# How much does a cobalt film's magnetic moment depend on the functional?

A cobalt film five atomic layers thick is calculated six times, each time with a different approximation for exchange and correlation. The cell moment is the surplus of spin-up over spin-down electrons in the film, which gives its spin moment in Bohr magnetons. Five of its values are given below, and the PBE value is left open. Can the other rows, together with what is known about the functionals, tell us where it belongs?

VASP 6.6.1 collinear spin-polarised PAW DFT, without spin-orbit coupling or dispersion correction, for a five-layer Co (001) slab with one atom per layer. The atoms are relaxed in a fixed cell, with two layers on one side frozen. All runs use a 520 eV cutoff, a 9 × 9 × 1 k mesh and Fermi-Dirac smearing of 0.05 eV; moments are per five-atom cell.

| functional | potentials | cell moment (μB) |
| --- | --- | --- |
| LDA | VASP-PAW-LDA-potentials,-recommended | 7.760 |
| PBE | VASP-PAW-PBE-potentials,-recommended | ? |
| PBEsol | VASP-PAW-PBE-potentials,-recommended | 7.940 |
| revPBE | VASP-PAW-PBE-potentials,-recommended | 8.060 |
| RPBE | VASP-PAW-PBE-potentials,-recommended | 8.080 |
| BLYP | VASP-PAW-PBE-potentials,-recommended | 8.030 |

## From LDA to PBEsol: what a gradient does

A spin moment is a bargain between two energies. Aligning spins lowers the exchange energy, but it moves electrons into higher band states. The narrower the d bands, the smaller that cost. In cobalt the majority-spin d band is already nearly full, which leaves the moment little room to grow.

LDA treats each point of the film as if it belonged to a uniform electron gas of the same density. A gradient-corrected functional also asks how quickly the density changes there, and it gives extra exchange energy where the change is rapid. This favours separated atoms over tightly packed ones, so it weakens the excessive bonding of LDA. Longer bonds mean narrower bands, and these support the moment. With the atoms held still, the gradient term of exchange is expected to change the reward for aligning spins only a little. The gradient term of correlation should matter more there: correlation opposes spin alignment, and the correction removes part of it, which also supports the moment.

Both effects should therefore raise the moment when gradients are included. PBEsol, whose gradient correction is deliberately mild, already lies 0.18 Bohr magnetons per cell above LDA. The direction agrees with the argument, although this step also changes the atomic dataset that represents the cobalt core.

The bonding side of the argument is visible in the stress. All six calculations keep the same in-plane cell, and in LDA this cell pulls inward with about 8 GPa, averaged over a volume that includes vacuum. LDA would prefer a smaller film and is being held stretched. Since cobalt moments generally fall on compression, a fully relaxed LDA film would probably have a still lower moment than the one in the table.

## revPBE and RPBE: stronger correction, larger moment

These two functionals enhance exchange more strongly than PBEsol, and they give the largest moments among the rows shown. From LDA to RPBE the moment rises by 0.32 Bohr magnetons per cell, or 4% of the LDA value. With RPBE the in-plane stress almost vanishes, although the two layers that are held fixed still push each other apart.

How much of the rise comes from the functional itself, and how much from the atoms moving? The film offers a partial answer, because two layers on one side are frozen while the other three relax. From LDA to RPBE the frozen outer layer gains 0.05 Bohr magnetons, and the relaxed outer layer gains 0.09. Both are surface layers, so the larger gain on the relaxed side suggests that layer spacing contributes. Part of both gains may come from the change of dataset. From PBEsol to RPBE, which share one dataset, the frozen outer layer gains only 0.01 and the relaxed one 0.03. Single calculations at one common geometry would be needed to separate the two shares.

The centre layer gains most, 0.16 Bohr magnetons. Surface atoms have fewer neighbours, hence narrower bands and a moment that is already large, so the centre has more room to respond. The spacings on both sides of it are also free to change. These layer values count only the spin inside a sphere around each atom. Over all five layers they rise by nearly 0.5, more than the cell moment does, so they show where the film responds but not exact shares.

## BLYP: preferred size is not enough

If the moment simply followed the size that each functional prefers, BLYP should lead the known rows. Its film pushes outward in the plane with about 1.2 GPa, the strongest outward push among them. Yet its moment is 0.05 Bohr magnetons per cell below that of RPBE. Preferred size alone does not set the order.

The strength of the exchange correction does better for this pair, since the exchange part of BLYP is milder than that of RPBE at the gradients considered below, though at small gradients it is the stronger. But it does not explain everything. Size does show on the relaxed side: the relaxed outer layer of BLYP lies 0.015 Bohr magnetons above the frozen one, against 0.011 above in RPBE and 0.027 below in LDA. The deficit of BLYP is already present where the atoms cannot move. In the frozen outer layer BLYP gives 1.666 Bohr magnetons, less than the 1.681 of PBEsol, although its exchange correction is the stronger of the two. The correlation part of BLYP may be involved, as it is built differently and does not recover the uniform electron gas, a known weakness for metals. The gap to RPBE is also only 0.01 Bohr magnetons per atom, and no finer mesh or other smearing was tried. The low position of LDA is much more secure than the order within this upper group.

## A forecast for PBE

One number can stand in for each functional: the fraction by which it enhances LDA exchange at one chosen density gradient. It is a proxy, which should track how far the functional loosens the bonding and which leaves correlation out. The gradient is measured by s, which compares the change of the density with the distance between electrons. I take s = 1.5. This is a judgement and not a typical value: within the d shell s is expected to stay mostly below 1, and 1.5 belongs to the outer, steeply falling density, where these functionals part company.

For PBE the enhancement is κ − κ/(1 + μs²/κ). The constant μ, about 0.22, sets how fast the correction starts, and κ, about 0.80, sets where it levels off. With s² = 2.25 and these rounded constants, the term μs²/κ is 0.62, and the enhancement becomes 0.80 − 0.80/1.62 = 0.306. PBEsol has 0.207 and revPBE 0.354, so PBE stands between them.

A straight line between enhancement and moment was fitted to LDA, PBEsol, revPBE and RPBE. BLYP was left out because of its different correlation. For PBE, which took no part in the fit, the line gives 7.761 + 0.858 × 0.306 = 8.02 Bohr magnetons per cell. The slope combines the direct effect of the functional with the relaxation of the layers and, at the LDA end, a change of dataset, so it is not a property of the functional alone.

The line passes very close to its four points, but four points and two constants are a weak guide to its accuracy. The choice of s is a better one. A line drawn through LDA and RPBE gives 8.05 for PBE at s = 1 and 8.01 at s = 2. Allowing the whole of that spread on either side gives an error bar of about 0.04. The window is itself a choice: below s = 1 PBE, revPBE and RPBE converge, because they share μ, and the estimate would move to the top edge of the range or just past it.

The forecast is therefore **8.02 Bohr magnetons per cell, with a range from 7.98 to 8.06**. PBE should lie clearly above LDA, above PBEsol, and below revPBE and RPBE. It should probably be nearer to revPBE than to PBEsol. Its order against BLYP is left open.

## The computed value

The withheld rows as computed:

| functional | potentials | cell moment (μB) |
| --- | --- | --- |
| PBE | VASP-PAW-PBE-potentials,-recommended | 8.000 |

PBE gives 8.00 Bohr magnetons per cell. The value lies within the range, and the order against LDA, PBEsol, revPBE and RPBE is as forecast. The finer claim finds no real support: PBE lies practically halfway between revPBE and PBEsol, 0.06 from each in the rounded table. BLYP, whose order was left open, lies slightly above PBE.

The forecast is too high by 0.02 Bohr magnetons per cell, or 0.3% of the computed moment. That is harmless in practice, but it is several times the typical misfit of the four fitted rows. The close fit had made the line look more accurate than it was, and the wider range based on s was the more honest measure.

The step from PBE to revPBE offers a clue to the miss. These two functionals differ only in κ, the constant that matters most where the density changes rapidly. The line expects this change to add 0.858 × (0.354 − 0.306) = 0.04 Bohr magnetons, whereas the unrounded moments differ by 0.054. Regions of steep density may thus count for a little more than s = 1.5 allows, though the relaxation of the layers could also play a part. The estimate at s = 2 is indeed closer, but choosing it now would be hindsight.

PBEsol may add to the error in another way. It weakens the gradient correction of correlation as well as that of exchange, and the simple model follows exchange only. A discrepancy this small could also come from the k mesh, which was not tested, so these explanations cannot be told apart here.

What survives is the ranking, although the order among the closely spaced upper rows still awaits a test with a finer mesh and other smearing. With PBE included, the six moments rise in the same order as the six exchange enhancements at s = 1.5, even though their spacing is not exactly proportional. BLYP may fit this order partly by chance, given its low moment in the frozen outer layer. The frozen outer layer does not follow the enhancement at all from PBEsol to PBE: it holds 1.681 Bohr magnetons in both, while the centre layer rises from 1.497 to 1.544. This suggests that this step owes much to the layer spacing, although a surface layer near saturation responds weakly to any change. For a similar cobalt film, three questions are therefore worth asking about another gradient-corrected functional: how strongly it enhances exchange and so loosens the bonds, how far the atoms are free to respond, and how its correlation is built. Exact shares would need runs at one common geometry. The table contains no measured moment, so it shows how the functionals differ and not which of them is right. The printed analysis below gives the fitted line and its misses.

Output of the analysis:

```
Exchange enhancement over LDA at reduced gradient 1.5:
     row  enhancement
     LDA            0
     PBE       0.3059
  PBEsol       0.2065
  revPBE       0.3536
    RPBE        0.369
    BLYP       0.3199
fit of cell_moment on 4 rows (form < 2.5): constant 7.761 +/- 0.0035, coefficient of g 0.8578 +/- 0.013; rms 0.00269, worst revPBE 0.00407, leave-one-out rms 0.00532
  rows outside the fit (model, value, miss): PBE 8.023, 8, 0.0232; BLYP 8.035, 8.03, 0.00513
PBE moment from the line through LDA and RPBE, reduced gradient 1 (Bohr magneton per cell): 8.047
PBE moment from the line through LDA and RPBE, reduced gradient 2 (Bohr magneton per cell): 8.011
Half the spread from that choice (Bohr magneton per cell): 0.01793
Rise LDA to PBEsol (Bohr magneton per cell): 0.18
Rise PBEsol to revPBE (Bohr magneton per cell): 0.12
Rise LDA to RPBE (Bohr magneton per cell): 0.32
Rise LDA to RPBE (percent of LDA): 4.124
BLYP less RPBE (Bohr magneton per cell): -0.05
LDA moment per atom (Bohr magneton): 1.552
RPBE moment per atom (Bohr magneton): 1.616
Rise LDA to RPBE, frozen outer layer (Bohr magneton): 0.05
Rise LDA to RPBE, relaxed outer layer (Bohr magneton): 0.088
Rise LDA to RPBE, centre layer (Bohr magneton): 0.159
```
